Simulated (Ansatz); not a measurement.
Zinc-blende ZnTe, treated with HSE06+SOC (PAW; Ansatz, an electronic-structure program).

Run with plane-wave cutoff 460 eV, 6×6×6 k mesh, Fermi–Dirac smearing 0.01 eV, PAW data made under PBE.

Cell (measured lattice):

```cif
data_Te4Zn4
_chemical_formula_sum 'Zn4 Te4'
_space_group_name_H-M_alt 'F-43m'
_space_group_IT_number 216
_space_group_name_Hall 'F -4 2 3'
_cell_length_a 6.08900
_cell_length_b 6.08900
_cell_length_c 6.08900
_cell_angle_alpha 90.000
_cell_angle_beta 90.000
_cell_angle_gamma 90.000
loop_
_atom_site_label
_atom_site_type_symbol
_atom_site_symmetry_multiplicity
_atom_site_Wyckoff_symbol
_atom_site_fract_x
_atom_site_fract_y
_atom_site_fract_z
_atom_site_occupancy
Zn1 Zn 4 a 0.00000 0.00000 0.00000 1
Te1 Te 4 d 0.75000 0.75000 0.75000 1
```
(The calculation used a cell of 2 atoms; values per cell refer to that cell.)

**Question.** Estimate the band gap that the calculation returns.

**Answer.** 
- band gap = 1.99 eV (direct)

Measured, for comparison: band gap 2.43 eV (zero-point renormalisation of 40 meV (experimental, the table's column) added back here, direct; inputs from Miglio et al. (2020), arXiv:2011.12765). Computed (rounded) less measured: band gap -0.44 eV.

Note: cell and atoms aren't relaxed at this level (pressure 1.5 GPa).
